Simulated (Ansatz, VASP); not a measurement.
# One calculation of Al, two programs

```
Al
1.0
     0.00000    2.05565    2.05565
     2.05565    0.00000    2.05565
     2.05565    2.05565    0.00000
Al
1
Direct
  0.00000 0.00000 0.00000
```

Alike in both runs: task single point; functional PBE; dispersion D3(BJ); k mesh 18 × 18 × 18; occupations gaussian, width 0.1 eV; no spin polarisation.

|  | VASP | Ansatz |
| --- | --- | --- |
| version | VASP 6.6.1 | Ansatz 0.2.0 |
| potentials or method | VASP PAW PBE potentials, release 64 (Al) | scalar-relativistic, plane waves, PAW |
| plane-wave cutoff (eV) | 520 | 420 |
| valence electrons in the cell | 3 | 3 |

|  | VASP | Ansatz | Ansatz less VASP |
| --- | --- | --- | --- |
| gap on the k mesh at the Fermi level (eV) | none | none | - |
| pressure (GPa) | -6.6 | -6.6 | +0.03 |

A gap of «none» marks a metal or a gap that the smearing closes.

Caveats: pairwise dispersion overbinds metals, which lowers pressure and volume.
